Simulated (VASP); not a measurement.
# Mg (P6/mmm) in VASP: notebook

One crystal, Mg, is run at these levels: PBEsol; tasks: single point.

Everything below comes from runs of VASP 6.6.1. Logs are shortened: lines on timing, memory, paths and dates and some standing lists are left out, and cuts for length are marked.

## (1) The crystal as given

The structure is hexagonal, space group P6/mmm (No. 191). Conventional cell: a = 3.082 Å, b = 3.082 Å, c = 3.036 Å, α = 90.00°, β = 90.00°, γ = 120.00°. Mg (site symmetry 6/mmm) is surrounded by 8 Mg at 3.04 to 3.08 Å.

This isn't the form of Mg at room conditions, which is hcp.

## (2) Single point, PBEsol

INCAR

```
  ALGO = Normal
  EDIFF = 1E-7
  ENCUT = 520
  GGA = PS
  ISIF = 2
  ISMEAR = 0
  LASPH = T
  LCHARG = T
  LELF = T
  LREAL = F
  LVHAR = T
  LWAVE = F
  NBANDS = 7
  NELM = 100
  PREC = Accurate
  SIGMA = 0.15
```

KPOINTS

```
k-points
0
Gamma
  12 12 12
```

POSCAR

```
Mg
1.0
    3.0817366425      0.0000000000      0.0000000000
   -1.5408683213      2.6688622201      0.0000000000
    0.0000000000      0.0000000000      3.0360888843
Mg
1
Direct
    0.0000000000      0.0000000000      0.0000000000
```

Potentials or basis: VASP PAW PBE potentials, release 64 (Mg).

Run with:

```
> cat potpaw_PBE.64/Mg/POTCAR > POTCAR
> mpirun -np 1 vasp_std > vasp.out
```

OUTCAR:

```text
EDIFF = 1E-7
   ENCUT = 520
   GGA = PS
   ISIF = 2
   ISMEAR = 0
   LASPH = T
   LREAL = F
   NELM = 100
   PREC = Accurate

 ion  position               nearest neighbor table
   1  0.000  0.000  0.000-

  LATTYP: Found a hexagonal cell.
 ALAT       =     3.0817366425
 C/A-ratio  =     0.9851876512

  Lattice vectors:

 A1 = (   3.0817366425,   0.0000000000,   0.0000000000)
 A2 = (  -1.5408683213,   2.6688622201,   0.0000000000)
 A3 = (   0.0000000000,   0.0000000000,   3.0360888843)

Analysis of symmetry for initial positions (statically):
=====================================================================
 Subroutine PRICEL returns:
 Original cell was already a primitive cell.

 Routine SETGRP: Setting up the symmetry group for a
 hexagonal supercell.

 Subroutine GETGRP returns: Found 24 space group operations
 (whereof 24 operations were pure point group operations)
 out of a pool of 24 trial point group operations.

The static configuration has the point symmetry D_6h.

Analysis of symmetry for dynamics (positions and initial velocities):
=====================================================================
 Subroutine PRICEL returns:
 Original cell was already a primitive cell.

 Routine SETGRP: Setting up the symmetry group for a
 hexagonal supercell.

 Subroutine GETGRP returns: Found 24 space group operations
 (whereof 24 operations were pure point group operations)
 out of a pool of 24 trial point group operations.

The dynamic configuration has the point symmetry D_6h.

 Subroutine INISYM returns: Found 24 space group operations
 (whereof 24 operations are pure point group operations),
 and found     1 'primitive' translations

----------------------------------------------------------------------------------------

                                     Primitive cell

  volume of cell :      24.9710

  direct lattice vectors                    reciprocal lattice vectors
     3.081736643  0.000000000  0.000000000     0.324492361  0.187345752  0.000000000
    -1.540868321  2.668862220  0.000000000     0.000000000  0.374691504  0.000000000
     0.000000000  0.000000000  3.036088884     0.000000000  0.000000000  0.329371121

  length of vectors
     3.081736643  3.081736642  3.036088884     0.374691504  0.374691504  0.329371121

  position of ions in fractional coordinates (direct lattice)
     0.000000000  0.000000000  0.000000000

  ion indices of the primitive-cell ions
   primitive index   ion index
                 1           1

----------------------------------------------------------------------------------------

 KPOINTS: k-points

Automatic generation of k-mesh.
 Grid dimensions read from file:
 generate k-points for:   12   12   12

 Generating k-lattice:

  Cartesian coordinates                     Fractional coordinates (reciprocal lattice)
     0.027041030  0.015612146  0.000000000     0.083333333  0.000000000  0.000000000
     0.000000000  0.031224292  0.000000000     0.000000000  0.083333333  0.000000000
     0.000000000  0.000000000  0.027447593     0.000000000  0.000000000  0.083333333

  Length of vectors
     0.031224292  0.031224292  0.027447593

  Shift w.r.t. Gamma in fractional coordinates (k-lattice)
     0.000000000  0.000000000  0.000000000

 Subroutine IBZKPT returns following result:
 ===========================================

 Found    133 irreducible k-points:

 Following reciprocal coordinates:
            Coordinates               Weight
  0.000000  0.000000  0.000000      1.000000
  0.083333  0.000000  0.000000      6.000000
  0.166667  0.000000  0.000000      6.000000
  0.250000  0.000000  0.000000      6.000000
  0.333333  0.000000  0.000000      6.000000
  0.416667  0.000000  0.000000      6.000000
[... 16 lines left out ...]
  0.250000  0.000000  0.083333     12.000000
  0.333333  0.000000  0.083333     12.000000
 [... further k-points ...]
   k-points           NKPTS =    133   k-points in BZ     NKDIM =    133   number of bands    NBANDS=      7
   number of dos      NEDOS =    301   number of ions     NIONS =      1
   total plane-waves  NPLWV =  13824
   dimension x,y,z NGX =    24 NGY =   24 NGZ =   24
   dimension x,y,z NGXF=    48 NGYF=   48 NGZF=   48
   ions per type =               1
   NGX,Y,Z   is equivalent  to a cutoff of  12.95, 12.95, 13.14 a.u.
   NGXF,Y,Z  is equivalent  to a cutoff of  25.89, 25.89, 26.28 a.u.
 SYSTEM =  unknown system
   PREC   = accura    normal or accurate (medium, high low for compatibility)
   ISTART =      0    job   : 0-new  1-cont  2-samecut
   ICHARG =      2    charge: 1-file 2-atom 10-const
   ISPIN  =      1    spin polarized calculation?
   LNONCOLLINEAR =      F non collinear calculations
   LSORBIT =      F    spin-orbit coupling
   LASPH  =      T    aspherical Exc in radial PAW
   ENCUT  =  520.0 eV  38.22 Ry    6.18 a.u.   5.73  5.73  5.65*2*pi/ulx,y,z
   NELM   =    100;   NELMIN=  2; NELMDL= -5     # of ELM steps
   EDIFF  = 0.1E-06   stopping-criterion for ELM
   LREAL  =      F    real-space projection
   EDIFFG = 0.1E-05   stopping-criterion for IOM
   NSW    =      0    number of steps for IOM
   IBRION =     -1    ionic relax: 0-MD 1-quasi-New 2-CG
   NFREE  =      0    steps in history (QN), initial steepest desc. (CG)
   ISIF   =      2    stress and relaxation
   ISYM   =      2    0-nonsym 1-usesym 2-fastsym
   POTIM  = 0.5000    time-step for ionic-motion
   TEBEG  =    0.0;   TEEND  =   0.0 temperature during run
   PSTRESS=    0.0 pullay stress
   NELECT =       2.0000    total number of electrons
   NUPDOWN=      -1.0000    fix difference up-down
   EMIN   =  10.00;   EMAX   =-10.00  energy-range for DOS
   EFERMI =   0.00;   METHOD = LEGACY
   ISMEAR =     0;   SIGMA  =   0.15  broadening in eV -4-tet -1-fermi 0-gaus
   EFERMI_NEDOS =   21; number of points for ismear=-14 and -15
   IALGO  =     38    algorithm
   IMIX   =      4    mixing-type and parameters
     AMIX     =   0.40;   BMIX     =  1.00
     AMIX_MAG =   1.60;   BMIX_MAG =  1.00
  volume/ion in A,a.u.               =      24.97       168.51
  Fermi-wavevector in a.u.,A,eV,Ry     =   0.705677  1.333537  6.775434  0.497980
  Thomas-Fermi vector in A             =   1.791253
   LORBIT       =      0    0 simple, 1 ext, 2 COOP (PROOUT), +10 PAW based schemes
   GGA     = PS    functional components
   LHFCALC =     F    Hartree Fock is set to
   AEXX    =    0.0000 exact exchange contribution
   IVDW    =     0    specifies the selected vdW correction
   LEPSILON=     F    determine dielectric tensor
   LRPA    =     F    only Hartree local field effects (RPA)
 non-spin polarized calculation
 Gauss-broadening in eV      SIGMA  =   0.15
  energy-cutoff  :      520.00
  volume of cell :       24.97
 maximum number of plane-waves:       688
 NGX is ok and might be reduce to    24
   NGX = 11   NGY = 11   NGZ = 11

 number of electron       2.0000000 magnetization

 Free energy of the ion-electron system (eV)
  ---------------------------------------------------
  ext. energy  EPLUGINS =         0.00000000
  ---------------------------------------------------
  free energy    TOTEN  =        -1.49118109 eV

  energy without entropy =       -1.48644276  energy(sigma->0) =       -1.48881192

 E-fermi :   2.1459     XC(G=0):  -8.2574

 val. band max:        2.1209822140   @ k =   0.2500   0.2500   0.4167
 cond. band min:       2.1638458835   @ k =   0.4167   0.0833   0.1667
 fundamental gap:      0.0428636695
 Fermi energy:         2.1458897203

 k-point     1 :       0.0000    0.0000    0.0000
  band No.  band energies     occupation
      1      -4.4304      2.00000
      2      10.2277      0.00000
      3      11.0440      0.00000
      4      14.4506      0.00000
      5      14.4506      0.00000
      6      15.3865      0.00000
      7      15.3865      0.00000

 k-point     2 :       0.0833    0.0000    0.0000
  band No.  band energies     occupation
      1      -4.2834      2.00000
      2      10.1616      0.00000
      3      11.1663      0.00000
      4      12.4630      0.00000
      5      13.4930      0.00000
      6      15.2920      0.00000
      7      16.5952      0.00000

 k-point     3 :       0.1667    0.0000    0.0000
  band No.  band energies     occupation
      1      -3.8437      2.00000
      2       9.1214      0.00000
      3      10.9284      0.00000
      4      11.5336      0.00000
      5      12.4255      0.00000
      6      14.7594      0.00000
      7      18.4122      0.00000

 k-point     4 :       0.2500    0.0000    0.0000
  band No.  band energies     occupation
      1      -3.1152      2.00000
      2       6.8444      0.00000
      3      10.6885      0.00000
      4      11.5828      0.00000
      5      12.1468      0.00000
      6      14.6277      0.00000
      7      20.4880      0.00000

 k-point     5 :       0.3333    0.0000    0.0000
  band No.  band energies     occupation
      1      -2.1045      2.00000
      2       4.5969      0.00000
      3      10.4927      0.00000
      4      10.9798      0.00000
      5      13.0059      0.00000
      6      15.1009      0.00000
      7      18.9939      0.00000

 k-point     6 :       0.4167    0.0000    0.0000
  band No.  band energies     occupation
      1      -0.8219      2.00000
      2       2.5568      0.00011
      3      10.3060      0.00000
      4      10.6181      0.00000
      5      14.1016      0.00000
      6      16.0708      0.00000
      7      17.1721      0.00000

 k-point     7 :       0.5000    0.0000    0.0000
  band No.  band energies     occupation
      1       0.5613      2.00000
      2       0.9195      2.00000
      3      10.2311      0.00000
      4      10.4976      0.00000
      5      15.1485      0.00000
      6      15.8796      0.00000
      7      17.0073      0.00000
[... 121 lines left out ...]
 k-point    20 :       0.0000    0.0000    0.0833
  band No.  band energies     occupation
      1      -4.3175      2.00000
      2       8.3964      0.00000
      3      12.9124      0.00000
      4      14.5471      0.00000
      5      14.5471      0.00000
      6      15.4680      0.00000
      7      15.4680      0.00000

 k-point    21 :       0.0833    0.0000    0.0833
  band No.  band energies     occupation
      1      -4.1706      2.00000
      2       8.4819      0.00000
      3      12.2556      0.00000
      4      13.0701      0.00000
      5      13.5870      0.00000
      6      15.5409      0.00000
      7      16.6763      0.00000

 k-point    22 :       0.1667    0.0000    0.0833
  band No.  band energies     occupation
      1      -3.7313      2.00000
      2       8.5333      0.00000
      3       9.9747      0.00000
      4      12.5200      0.00000
      5      12.7308      0.00000
      6      15.4156      0.00000
      7      18.4810      0.00000

 k-point    23 :       0.2500    0.0000    0.0833
  band No.  band energies     occupation
      1      -3.0036      2.00000
      2       6.9045      0.00000
      3       9.5900      0.00000
      4      11.6776      0.00000
      5      12.3641      0.00000
      6      15.7764      0.00000
      7      19.7073      0.00000

 k-point    24 :       0.3333    0.0000    0.0833
  band No.  band energies     occupation
      1      -1.9940      2.00000
      2       4.6948      0.00000
      3       9.9732      0.00000
      4      11.0748      0.00000
      5      12.2677      0.00000
      6      16.5582      0.00000
      7      17.7174      0.00000

 [... further k-points ...]

------------------------ aborting loop because EDIFF is reached ----------------------------------------

  FORCE on cell =-STRESS in cart. coord.  units (eV):
  Direction    XX          YY          ZZ          XY          YZ          ZX
  --------------------------------------------------------------------------------------
  -------------------------------------------------------------------------------------
  Total       -0.0393778     -0.0393778      0.0737393      0.0000000      0.0000000     -0.0000000
  in kB       -2.5265389     -2.5265389      4.7312256      0.0000000      0.0000000     -0.0000000
  external PRESSURE =      -0.1072841 kB  Pullay stress =       0.0000000 kB

 VOLUME and BASIS-vectors are now :
 -----------------------------------------------------------------------------
  energy-cutoff  :      520.00
  volume of cell :       24.97
      direct lattice vectors                 reciprocal lattice vectors
     3.081736643  0.000000000  0.000000000     0.324492361  0.187345752  0.000000000
    -1.540868321  2.668862220  0.000000000     0.000000000  0.374691504  0.000000000
     0.000000000  0.000000000  3.036088884     0.000000000  0.000000000  0.329371121

 POSITION                                       TOTAL-FORCE (eV/Angst)
 -----------------------------------------------------------------------------------
      0.00000      0.00000      0.00000         0.000000      0.000000      0.000000
 -----------------------------------------------------------------------------------
    total drift:                               -0.000000      0.000000      0.000000

  FREE ENERGIE OF THE ION-ELECTRON SYSTEM (eV)
  ---------------------------------------------------
  free  energy   TOTEN  =        -1.4911810889 eV

  energy  without entropy=       -1.4864427601  energy(sigma->0) =       -1.48881192
```

It took 4.8 s on 1 thread of Intel Xeon 6975P-C (Granite Rapids), shared host; peak memory 0.15 GiB.

Results:

```yaml
Free_energy: -1.4912 eV
Pressure: 0.0 GPa
Band_gap_on_the_k_mesh: none (metal or under the smearing width)
```

Stress tensor (GPa, compression positive):
```
-0.25  0.00  0.00
 0.00 -0.25  0.00
 0.00  0.00  0.47
```

Levels at points of the mesh, in eV from the Fermi level:
```
           k point  band 1  band 2  band 3  band 4  band 5  band 6
(0.00, 0.00, 0.00)   -6.58    8.08    8.90   12.30   12.30   13.24
(0.50, 0.00, 0.00)   -1.58   -1.23    8.09    8.35   13.00   13.73
(0.00, 0.00, 0.50)   -2.85   -2.29   14.54   14.54   15.82   15.82
(0.50, 0.00, 0.50)    1.52    2.33    3.01    3.05   11.58   12.04
```

Caveat: the PAW data sets were made with another functional, which shifts forces and pressure a little.

## (3) Single point, PBEsol (the relaxed cell repeated 2 times)

INCAR

```
ALGO     = Fast           # electronic algorithm
EDIFF    = 1E-7           # SCF threshold, eV
ENCUT    = 520            # plane-wave cutoff, eV
GGA      = PS             # functional
ISIF     = 2              # what is computed and relaxed
ISMEAR   = 0              # smearing method
LASPH    = True           # aspherical terms in the spheres
LCHARG   = True           # write CHGCAR
LELF     = True           # ELF
LREAL    = False          # projectors in reciprocal space
LVHAR    = True         
LWAVE    = False          # write WAVECAR
NBANDS   = 9              # bands
NELM     = 100            # most SCF steps
PREC     = Accurate       # precision mode
SIGMA    = 0.15           # smearing width, eV
```

KPOINTS is that of step 2.

POSCAR

```
Mg
1.0
    3.0817366425      0.0000000000      0.0000000000
    1.5408683213     -2.6688622201     -3.0360888843
    1.5408683212      2.6688622201     -3.0360888843
Mg
2
Direct
    0.0000000000      0.0000000000      0.0000000000
    0.5000000000      0.5000000000      0.5000000000
```

Potentials or basis: VASP PAW PBE potentials, release 64 (Mg).

Run with:

```
> cat potpaw_PBE.64/Mg/POTCAR > POTCAR
> mpirun -np 1 vasp_std > vasp.out
```

It took 31 s on 1 thread of Intel Xeon 6975P-C (Granite Rapids), shared host; peak memory 0.24 GiB.

The run converged. Its results:

| Quantity | Value |
| --- | --- |
| Free energy | -2.9764 eV |
| Pressure | 0.0 GPa |
| Band gap on the k mesh | none (metal or under the smearing width) |

Stress tensor (GPa, compression positive):
```
-0.24  0.00  0.00
 0.00 -0.19  0.00
 0.00  0.00  0.40
```

Levels at points of the mesh, in eV from the Fermi level:
```
           k point  band 1  band 2  band 3  band 4  band 5  band 6  band 7
(0.00, 0.00, 0.00)   -6.58    1.52    2.33    3.01    3.04    8.08    8.90
(0.50, 0.00, 0.00)   -1.71   -1.71    2.98    2.98    3.37    3.37    6.44
(0.00, 0.50, 0.00)   -4.26   -4.26    3.32    3.32    5.93    5.93   10.29
(0.50, 0.50, 0.00)   -1.59   -1.23    1.52    2.33    3.01    3.04    8.08
(0.00, 0.50, 0.50)   -2.85   -2.29   -1.59   -1.23    8.08    8.35   13.00
```

Caveat: the PAW data sets were made with another functional, which shifts forces and pressure a little.
